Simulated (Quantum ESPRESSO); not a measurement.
# Cr (Im-3m) in Quantum ESPRESSO: notebook, part 2 of 3

Quantum ESPRESSO 7.5.

## Step 3: Phonons, PBEsol, collinear spin, ferromagnetic start, target pressure 5 GPa, at which the enthalpy is minimised

pw.in reads:

```
&CONTROL
  calculation = 'scf'
  prefix = 'pwscf'
  outdir = './tmp'
  pseudo_dir = './pseudo'
  tprnfor = .true.
  tstress = .true.
  disk_io = 'low'
/
&SYSTEM
  ibrav = 0
  nat = 1
  ntyp = 1
  ecutwfc = 45
  ecutrho = 360
  nbnd = 16
  occupations = 'smearing'
  smearing = 'mv'
  degauss = 0.01469973
  nspin = 2
  starting_magnetization(1) = 0.2143
/
&ELECTRONS
  conv_thr = 2d-10
  electron_maxstep = 120
  mixing_beta = 0.3
/
ATOMIC_SPECIES
Cr    51.9961 cr_pbesol_v1.5.uspp.F.UPF
CELL_PARAMETERS bohr
  -2.8052033365    2.8052033365    2.8052033365
   2.8052033365   -2.8052033365    2.8052033365
   2.8052033365    2.8052033365   -2.8052033365
ATOMIC_POSITIONS bohr
Cr     0.0000000000    0.0000000000    0.0000000000
K_POINTS automatic
10 10 10 0 0 0
```

relax.in reads:

```
&CONTROL
  calculation = 'vc-relax'
  prefix = 'pwscf'
  outdir = './tmp'
  pseudo_dir = './pseudo'
  tprnfor = .true.
  tstress = .true.
  disk_io = 'low'
  nstep = 40
  forc_conv_thr = 0.0001
  etot_conv_thr = 1d-06
/
&SYSTEM
  ibrav = 0
  nat = 1
  ntyp = 1
  ecutwfc = 45
  ecutrho = 360
  nbnd = 16
  occupations = 'smearing'
  smearing = 'mv'
  degauss = 0.01469973
  nspin = 2
  starting_magnetization(1) = 0.2143
/
&ELECTRONS
  conv_thr = 2d-10
  electron_maxstep = 120
  mixing_beta = 0.3
/
&IONS
  ion_dynamics = 'bfgs'
/
&CELL
  cell_dynamics = 'bfgs'
  press = 50
  press_conv_thr = 0.2
/
ATOMIC_SPECIES
Cr    51.9961 cr_pbesol_v1.5.uspp.F.UPF
CELL_PARAMETERS bohr
  -2.8052033365    2.8052033365    2.8052033365
   2.8052033365   -2.8052033365    2.8052033365
   2.8052033365    2.8052033365   -2.8052033365
ATOMIC_POSITIONS bohr
Cr     0.0000000000    0.0000000000    0.0000000000
K_POINTS automatic
10 10 10 0 0 0
```

scf2.in reads:

```
&CONTROL
  calculation = 'scf'
  prefix = 'pwscf'
  outdir = './tmp'
  pseudo_dir = './pseudo'
  tprnfor = .true.
  tstress = .true.
  disk_io = 'low'
/
&SYSTEM
  ibrav = 0
  nat = 1
  ntyp = 1
  ecutwfc = 45
  ecutrho = 360
  nbnd = 16
  occupations = 'smearing'
  smearing = 'mv'
  degauss = 0.01469973
  nspin = 2
  starting_magnetization(1) = 0.2143
/
&ELECTRONS
  conv_thr = 1d-13
  electron_maxstep = 120
  mixing_beta = 0.3
  startingpot = 'file'
  startingwfc = 'file'
/
ATOMIC_SPECIES
Cr    51.9961 cr_pbesol_v1.5.uspp.F.UPF
CELL_PARAMETERS bohr
  -2.6454187976    2.6454187976    2.6454187976
   2.6454187976   -2.6454187976    2.6454187976
   2.6454187976    2.6454187976   -2.6454187976
ATOMIC_POSITIONS bohr
Cr     0.0000000000    0.0000000000    0.0000000000
K_POINTS automatic
10 10 10 0 0 0
```

ph.in reads:

```
phonons of Cr
&INPUTPH
  prefix = 'pwscf'
  outdir = './tmp'
  tr2_ph = 1d-18
  fildyn = 'dyn'
  niter_ph = 90
  alpha_mix(1) = 0.4
/
0.4330127019 0.4330127019 0.0000000000
```

Potentials or basis: GBRV 1.5 PBEsol.

Run with:

```sh
OMP_NUM_THREADS=1 mpirun -n 4 pw.x -nk 4 -in pw.in > pw.out
OMP_NUM_THREADS=1 mpirun -n 4 pw.x -nk 4 -in relax.in > relax.out
OMP_NUM_THREADS=1 mpirun -n 4 pw.x -nk 4 -in scf2.in > scf2.out
OMP_NUM_THREADS=1 mpirun -n 4 ph.x -nk 4 -in ph.in > ph.out
```

pw.out:

```text
This program is part of the open-source Quantum ESPRESSO suite
     for quantum simulation of materials; please cite
[... 6 lines left out ...]
     using ibrav=0 with symmetry is DISCOURAGED, use correct ibrav instead

     K-points division:     npool     =       4
     Subspace diagonalization in iterative solution of the eigenvalue problem:
     a serial algorithm will be used

     G-vector sticks info
     --------------------
     sticks:   dense  smooth     PW     G-vecs:    dense   smooth      PW
     Sum         631     315    129                10149     3559     959

     Using Slab Decomposition

     bravais-lattice index     =            0
     lattice parameter (alat)  =       4.8588  a.u.
     unit-cell volume          =      88.2984 (a.u.)^3
     number of atoms/cell      =            1
     number of atomic types    =            1
     number of electrons       =        14.00
     number of Kohn-Sham states=           16
     kinetic-energy cutoff     =      45.0000  Ry
     charge density cutoff     =     360.0000  Ry
     scf convergence threshold =      2.0E-10
     mixing beta               =       0.3000
     number of iterations used =            8  plain     mixing
     Exchange-correlation= SLA  PW   PSX  PSC
                           (   1   4  10   8   0   0   0)

     celldm(1)=   4.858755  celldm(2)=   0.000000  celldm(3)=   0.000000
     celldm(4)=   0.000000  celldm(5)=   0.000000  celldm(6)=   0.000000

     crystal axes: (cart. coord. in units of alat)
               a(1) = (  -0.577350   0.577350   0.577350 )
[... 271 lines left out ...]
     iteration # 15     ecut=    45.00 Ry     beta= 0.30
     Davidson diagonalization with overlap
     ethr =  1.75E-11,  avg # of iterations =  1.1

     negative rho (up, down):  4.968E-04 4.968E-04

     Magnetic moment per site  (integrated on atomic sphere of radius R)
     atom   1 (R=0.412)  charge= 12.3020  magn=  0.0000

     End of self-consistent calculation

 ------ SPIN UP ------------

          k = 0.0000 0.0000 0.0000 (   429 PWs)   bands (ev):

   -55.0035 -26.0581 -26.0581 -26.0581   9.2268  15.8881  15.8881  15.8881
    17.6071  17.6071  37.9736  37.9736  37.9736  44.0683  44.0683  47.0134
[... 228 lines left out ...]
   -54.7844 -26.4950 -26.4950 -26.4950  13.0112  13.0112  18.7312  18.7312
    18.7312  26.1381  26.1381  26.1381  32.3059  32.3059  37.2176  50.1314

 ------ SPIN DOWN ----------

          k = 0.0000 0.0000 0.0000 (   429 PWs)   bands (ev):

   -55.0035 -26.0581 -26.0581 -26.0581   9.2268  15.8882  15.8882  15.8882
    17.6071  17.6071  37.9736  37.9736  37.9736  44.0684  44.0684  47.0135
[... 228 lines left out ...]
   -54.7844 -26.4950 -26.4950 -26.4950  13.0113  13.0113  18.7312  18.7312
    18.7312  26.1381  26.1381  26.1381  32.3059  32.3059  37.2177  50.1314

     the Fermi energy is    16.6905 ev

!    total energy              =    -175.37409170 Ry
     estimated scf accuracy    <          7.7E-11 Ry
     smearing contrib. (-TS)   =      -0.00033305 Ry
     internal energy E=F+TS    =    -175.37375865 Ry

     The total energy is F=E-TS. E is the sum of the following terms:
     one-electron contribution =     -65.31398923 Ry
     hartree contribution      =      39.16256264 Ry
     xc contribution           =     -22.08542422 Ry
     ewald contribution        =    -127.13690784 Ry

     total magnetization       =     0.00 Bohr mag/cell
     absolute magnetization    =     0.00 Bohr mag/cell

     convergence has been achieved in  15 iterations

     negative rho (up, down):  4.968E-04 4.968E-04

     Forces acting on atoms (cartesian axes, Ry/au):

     atom    1 type  1   force =     0.00000000    0.00000000    0.00000000

     Total force =     0.000000     Total SCF correction =     0.000000

     Computing stress (Cartesian axis) and pressure

     negative rho (up, down):  4.968E-04 4.968E-04
          total   stress  (Ry/bohr**3)                   (kbar)     P=     -319.68
  -0.00217316   0.00000000   0.00000000         -319.68        0.00        0.00
   0.00000000  -0.00217316   0.00000000            0.00     -319.68        0.00
   0.00000000   0.00000000  -0.00217316            0.00        0.00     -319.68

=------------------------------------------------------------------------------=
   JOB DONE.
=------------------------------------------------------------------------------=
```

scf2.out:

```text
This program is part of the open-source Quantum ESPRESSO suite
     for quantum simulation of materials; please cite
[... 6 lines left out ...]
     using ibrav=0 with symmetry is DISCOURAGED, use correct ibrav instead

     K-points division:     npool     =       4
[... 664 lines left out ...]
   0.00033344   0.00000000   0.00000000           49.05        0.00        0.00
   0.00000000   0.00033344   0.00000000            0.00       49.05        0.00
   0.00000000   0.00000000   0.00033344            0.00        0.00       49.05

=------------------------------------------------------------------------------=
   JOB DONE.
=------------------------------------------------------------------------------=
```

Wall time 2.3 min (4 MPI ranks of Intel Xeon at 2.50GHz (Skylake/Cascade Lake), shared host); peak memory 0.36 GiB.

Results:

| Property | Result |
| --- | --- |
| Free energy | -2386.3018 eV |
| Relaxed volume | 10.97 Å³/atom |
| Relaxed cell | a = 2.425 Å, b = 2.425 Å, c = 2.425 Å, α = 109.47°, β = 109.47°, γ = 109.47° |
| Space group after relaxing (to 0.05 Å) | Im-3m (No. 229) |
| Pressure after relaxing | 4.9 GPa |
| Band gap on the k mesh | none (metal or under the smearing width) |
| Net moment | 0.00 μB per cell |
| Absolute moment | 0.00 μB per cell |
| Valence electrons inside the program's atomic spheres | Cr 12.30 |
| Highest phonon frequency at the q point run | 363 cm⁻¹ |

Step by step:
| step | energy change (eV) | largest force (eV/Å) | pressure (GPa) | volume (Å³) |
| --- | --- | --- | --- | --- |
| 1 | 0.0000 | 0.0000 | -31.97 | 13.08 |
| 2 | -0.2071 | 0.0000 | 10.87 | 10.77 |
| 3 | -0.2188 | 0.0000 | 3.27 | 11.04 |
| 4 | -0.2172 | 0.0000 | 4.95 | 10.98 |
| 5 | -0.2171 | 0.0000 | 5.00 | 10.97 |
| 6 | -0.2171 | 0.0000 | 5.00 | 10.97 |

Final structure:
```cif
data_structure
_symmetry_space_group_name_H-M 'P 1'
_symmetry_Int_Tables_number 1
_cell_length_a 2.4247
_cell_length_b 2.4247
_cell_length_c 2.4247
_cell_angle_alpha 109.471
_cell_angle_beta 109.471
_cell_angle_gamma 109.471
_cell_volume 10.97
loop_
_atom_site_label
_atom_site_type_symbol
_atom_site_fract_x
_atom_site_fract_y
_atom_site_fract_z
_atom_site_occupancy
Cr1 Cr 0.00000 0.00000 0.00000 1
```

Phonon frequencies in cm⁻¹ (negative: imaginary):
```csv
q point,frequencies
"(0.000, 0.000, 0.500)",207 273 363
```

Phonon modes at q = (0.000, 0.000, 0.500) in reciprocal lattice units:
| mode | symmetry | cm⁻¹ |
| --- | --- | --- |
| 1 | B_1u | 207 |
| 2 | B_2u | 273 |
| 3 | B_3u | 363 |

Caveat: the mesh is thin for the phonons of a metal; the volume moved by over 15 % at a fixed basis, so the end points are rough; the cell is more than 3 GPa from zero pressure, which shifts response properties; the starting moments collapsed, and a magnetic state may lie lower.

## Step 4: Phonons, PBEsol, collinear spin, ferromagnetic start, target pressure 10 GPa, at which the enthalpy is minimised

pw.in is that of step 3.

relax.in: that of step 3 with these lines changed.

```diff
@@ -35,3 +35,3 @@
   cell_dynamics = 'bfgs'
-  press = 50
+  press = 100
   press_conv_thr = 0.2
```

scf2.in: that of step 3 with these lines changed.

```diff
@@ -32,5 +32,5 @@
 CELL_PARAMETERS bohr
-  -2.6454187976    2.6454187976    2.6454187976
-   2.6454187976   -2.6454187976    2.6454187976
-   2.6454187976    2.6454187976   -2.6454187976
+  -2.6312762389    2.6312762389    2.6312762389
+   2.6312762389   -2.6312762389    2.6312762389
+   2.6312762389    2.6312762389   -2.6312762389
 ATOMIC_POSITIONS bohr
```

ph.in is that of step 3.

Potentials or basis: GBRV 1.5 PBEsol.

Run with:

```sh
OMP_NUM_THREADS=1 mpirun -n 4 pw.x -nk 4 -in pw.in > pw.out
OMP_NUM_THREADS=1 mpirun -n 4 pw.x -nk 4 -in relax.in > relax.out
OMP_NUM_THREADS=1 mpirun -n 4 pw.x -nk 4 -in scf2.in > scf2.out
OMP_NUM_THREADS=1 mpirun -n 4 ph.x -nk 4 -in ph.in > ph.out
```

pw.out:

```text
This program is part of the open-source Quantum ESPRESSO suite
     for quantum simulation of materials; please cite
[... 6 lines left out ...]
     using ibrav=0 with symmetry is DISCOURAGED, use correct ibrav instead

     K-points division:     npool     =       4
     Subspace diagonalization in iterative solution of the eigenvalue problem:
     a serial algorithm will be used

     G-vector sticks info
     --------------------
     sticks:   dense  smooth     PW     G-vecs:    dense   smooth      PW
     Sum         631     315    129                10149     3559     959

     Using Slab Decomposition

     bravais-lattice index     =            0
     lattice parameter (alat)  =       4.8588  a.u.
     unit-cell volume          =      88.2984 (a.u.)^3
     number of atoms/cell      =            1
     number of atomic types    =            1
     number of electrons       =        14.00
[... 535 lines left out ...]
          k = 0.0000 0.0000 0.0000 (   429 PWs)   bands (ev):

   -55.0035 -26.0581 -26.0581 -26.0581   9.2268  15.8882  15.8882  15.8882
    17.6071  17.6071  37.9736  37.9736  37.9736  44.0684  44.0684  47.0135
[... 228 lines left out ...]
   -54.7844 -26.4950 -26.4950 -26.4950  13.0113  13.0113  18.7312  18.7312
    18.7312  26.1381  26.1381  26.1381  32.3059  32.3059  37.2177  50.1314

     the Fermi energy is    16.6905 ev

!    total energy              =    -175.37409170 Ry
     estimated scf accuracy    <          7.7E-11 Ry
     smearing contrib. (-TS)   =      -0.00033305 Ry
     internal energy E=F+TS    =    -175.37375865 Ry

     The total energy is F=E-TS. E is the sum of the following terms:
     one-electron contribution =     -65.31398923 Ry
     hartree contribution      =      39.16256264 Ry
     xc contribution           =     -22.08542422 Ry
     ewald contribution        =    -127.13690784 Ry

     total magnetization       =     0.00 Bohr mag/cell
     absolute magnetization    =     0.00 Bohr mag/cell

     convergence has been achieved in  15 iterations

     negative rho (up, down):  4.968E-04 4.968E-04

     Forces acting on atoms (cartesian axes, Ry/au):

     atom    1 type  1   force =     0.00000000    0.00000000    0.00000000

     Total force =     0.000000     Total SCF correction =     0.000000

     Computing stress (Cartesian axis) and pressure

     negative rho (up, down):  4.968E-04 4.968E-04
          total   stress  (Ry/bohr**3)                   (kbar)     P=     -319.68
  -0.00217316  -0.00000000  -0.00000000         -319.68       -0.00       -0.00
  -0.00000000  -0.00217316  -0.00000000           -0.00     -319.68       -0.00
  -0.00000000  -0.00000000  -0.00217316           -0.00       -0.00     -319.68

=------------------------------------------------------------------------------=
   JOB DONE.
=------------------------------------------------------------------------------=
```

scf2.out:

```text
This program is part of the open-source Quantum ESPRESSO suite
     for quantum simulation of materials; please cite
[... 6 lines left out ...]
     using ibrav=0 with symmetry is DISCOURAGED, use correct ibrav instead

     K-points division:     npool     =       4
[... 664 lines left out ...]
   0.00067267  -0.00000000  -0.00000000           98.95       -0.00       -0.00
  -0.00000000   0.00067267   0.00000000           -0.00       98.95        0.00
  -0.00000000   0.00000000   0.00067267           -0.00        0.00       98.95

=------------------------------------------------------------------------------=
   JOB DONE.
=------------------------------------------------------------------------------=
```

Wall time 2.3 min (4 MPI ranks of Intel Xeon at 2.50GHz (Skylake/Cascade Lake), shared host); peak memory 0.36 GiB.

Results:

```yaml
Free_energy: -2386.2935 eV
Relaxed_volume: 10.80 Å³/atom
Relaxed_cell: a = 2.412 Å, b = 2.412 Å, c = 2.412 Å, α = 109.47°, β = 109.47°, γ = 109.47°
Space_group_after_relaxing_to_0.05_Å: Im-3m (No. 229)
Pressure_after_relaxing: 9.9 GPa
Band_gap_on_the_k_mesh: none (metal or under the smearing width)
Net_moment: 0.00 μB per cell
Absolute_moment: 0.00 μB per cell
Valence_electrons_inside_the_program's_atomic_spheres: Cr 12.30
Highest_phonon_frequency_at_the_q_point_run: 375 cm⁻¹
```

Step by step:
| step | energy change (eV) | largest force (eV/Å) | pressure (GPa) | volume (Å³) |
| --- | --- | --- | --- | --- |
| 1 | 0.0000 | 0.0000 | -31.97 | 13.08 |
| 2 | -0.1792 | 0.0000 | 20.22 | 10.48 |
| 3 | -0.2146 | 0.0000 | 6.92 | 10.90 |
| 4 | -0.2093 | 0.0000 | 9.86 | 10.80 |
| 5 | -0.2090 | 0.0000 | 10.00 | 10.80 |
| 6 | -0.2090 | 0.0000 | 10.00 | 10.80 |

Final structure:
```
CELL_PARAMETERS angstrom
-1.39241 1.39241 1.39241
1.39241 -1.39241 1.39241
1.39241 1.39241 -1.39241
ATOMIC_POSITIONS crystal
Cr 0.00000 0.00000 0.00000
```

Phonon frequencies in cm⁻¹ (negative: imaginary):
```tsv
q point	frequencies
(0.000, 0.000, 0.500)	211 277 375
```

Phonon modes at q = (0.000, 0.000, 0.500) in reciprocal lattice units:
| mode | symmetry | cm⁻¹ |
| --- | --- | --- |
| 1 | B_1u | 211 |
| 2 | B_2u | 277 |
| 3 | B_3u | 375 |

Caveat: the mesh is thin for the phonons of a metal; the volume moved by over 15 % at a fixed basis, so the end points are rough; the cell is more than 3 GPa from zero pressure, which shifts response properties; the starting moments collapsed, and a magnetic state may lie lower.

[end of part 2 of 3]
